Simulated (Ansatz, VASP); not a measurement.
This is a calculation of BN for Ansatz 0.2.0.

Contents of input.yaml:

```yaml
crystal:
  lattice:
    - [1.2675858, 0.7318410028, 3.4173202092]
    - [-1.2675858, 0.7318410028, 3.4173202092]
    - [0.0, -1.4636820056, 3.4173202092]
  atoms:
    - { symbol: "N", position: [0.6672382, 0.6672382, 0.6672382] }
    - { symbol: B, position: [0.0003288, 0.0003288, 0.0003288] }
hamiltonian:
  xc: pbesol
  pseudopotentials: { kind: paw }
kpoints:
  mp_grid: { grid: [12, 12, 12] }
scf:
  occupations: { method: fermi_dirac, width: 0.05 }
output:
  forces: true
  stress: true
  eigenvalues: true
```

Potentials or basis: Ansatz PAW.

Command:

```bash
$ ansatz run input.yaml --threads 2 --pin off --max-ram 5632MiB --backend cpu --events-out ev --progress --plain --runs-dir out
```

Question: Translate it to VASP 6.6.1. Potentials there: VASP PAW PBE potentials, release 64 (N, B).

Answer: As run (the cutoff follows the program's own potentials):

INCAR

```
SYSTEM = BN
PREC = Accurate
ENCUT = 520
EDIFF = 1E-7
ISMEAR = -1
SIGMA = 0.05
LREAL = .False.
LASPH = .True.
NELM = 80
ALGO = Normal
ISIF = 2
LWAVE = .False.
LCHARG = .False.
GGA = PS
NBANDS = 11
```

KPOINTS

```
regular mesh
0
Gamma
  12 12 12
  0 0 0
```

POSCAR

```
BN
1.0
    1.2675858000      0.7318410028      3.4173202092
   -1.2675858000      0.7318410028      3.4173202092
    0.0000000000     -1.4636820056      3.4173202092
N B
1 1
Direct
    0.6672382000      0.6672382000      0.6672382000
    0.0003288000      0.0003288000      0.0003288000
```

Potentials or basis: VASP PAW PBE potentials, release 64 (N, B).

Launch:

```console
$ cat potpaw_PBE.64/N/POTCAR potpaw_PBE.64/B/POTCAR > POTCAR
$ mpirun -np 1 vasp_std > vasp.out
```

Both were run:

|  | VASP | Ansatz | Ansatz less VASP |
| --- | --- | --- | --- |
| gap on the k mesh at the Fermi level (eV) | 4.13 | 4.14 | +0.009 |
| least direct gap on the mesh (eV) | 4.54 | 4.54 | +0.006 |
| pressure (GPa) | -7.8 | -8.1 | -0.27 |
| largest component of the traceless stress (GPa) | 7.93 | 8.34 | +0.406 |
| rms of the force components (eV/Å) | 0.003 | 0.003 | 0.0000 |

Atom by atom the forces differ by 0.000 eV/Å (rms over components).

Caveats: the PAW data sets were made with another functional, which shifts forces and pressure a little (VASP); the pressure holds a Pulay correction of +0.6 GPa for the finite cutoff (Ansatz); the PAW data sets come from PBE, with cores solved anew for the run's functional, which leaves a small shift of forces and pressure (Ansatz). A k mesh can miss the band edges.
